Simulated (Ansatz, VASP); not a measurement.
## One calculation of B, two programs

```
B
1.0
     6.23891    0.00000    0.00000
     0.00000    6.23891    0.00000
     0.00000    0.00000    3.43500
B
12
Direct
  0.12762 0.41013 0.97621
  0.87238 0.58987 0.47621
  0.58987 0.12762 0.72621
  0.41013 0.87238 0.22621
  0.87238 0.41013 0.02379
  0.12762 0.58987 0.52379
  0.41013 0.12762 0.27379
  0.58987 0.87238 0.77379
  0.62423 0.62423 0.62500
  0.37577 0.37577 0.12500
  0.37577 0.62423 0.37500
  0.62423 0.37577 0.87500
```

Alike in both runs: functional PBE; k mesh 4 × 4 × 6; occupations gaussian, width 0.1 eV; no spin polarisation.

Ansatz relaxed the structure, and its values are those at the end. VASP's run is a single point on that final structure, the one shown.

|  | VASP | Ansatz |
| --- | --- | --- |
| version | VASP 6.6.1 | Ansatz 0.2.0 |
| potentials or method | VASP PAW PBE potentials, release 64 (B) | scalar-relativistic, plane waves, PAW |
| plane-wave cutoff (eV) | 520 | 420 |
| valence electrons in the cell | 36 | 36 |

Ansatz gave:

- gap on the k mesh at the Fermi level (eV): none
- pressure (GPa): 0.1
- rms of the force components (eV/Å): 0.027

**Question.** Which values does VASP return?

**Answer.** gap on the k mesh at the Fermi level (eV): none; pressure (GPa): 0.1; rms of the force components (eV/Å): 0.026.

A gap of «none» marks a metal or a gap that the smearing closes.
